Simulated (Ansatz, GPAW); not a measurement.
One calculation of KF, 3 ways

```
K F
1.0
     0.00000    2.67185    2.67185
     2.67185    0.00000    2.67185
     2.67185    2.67185    0.00000
K F
1 1
Direct
  0.00000 0.00000 0.00000
  0.50000 0.50000 0.50000
```

Alike in all runs: task single point; functional LDA; k mesh 9 × 9 × 9; occupations gaussian, width 0.1 eV; no spin polarisation; no spin-orbit coupling. LDA stands for any of its common fits. Pressure is positive in compression and, in plane waves, holds the error of the finite cutoff, which Ansatz's Pulay term estimates and takes out.

| program and potentials | plane-wave cutoff (eV) | notes | pressure (GPa) |
| --- | --- | --- | --- |
| Ansatz, Ansatz PAW | 420 | potentials made for PBE, which Ansatz adapts in part; Pulay term of +0.45 GPa included | -3.50 |
| GPAW, the program's PAW data sets (release 1.2.1) made for this functional | 800 | - | -4.34 |
| Ansatz, all-electron LAPW, scalar-relativistic | - | - | -3.49 |

The pressure spans -4.34 (GPAW, the program's PAW data sets (release 1.2.1) made for this functional) to -3.49 GPa (Ansatz, all-electron LAPW, scalar-relativistic), with all-electron results at -3.49.

Differences between rows come from potentials, basis sets and numerical settings, since the functional is the same but for its coding. Runs on potential files found faulty are left out.
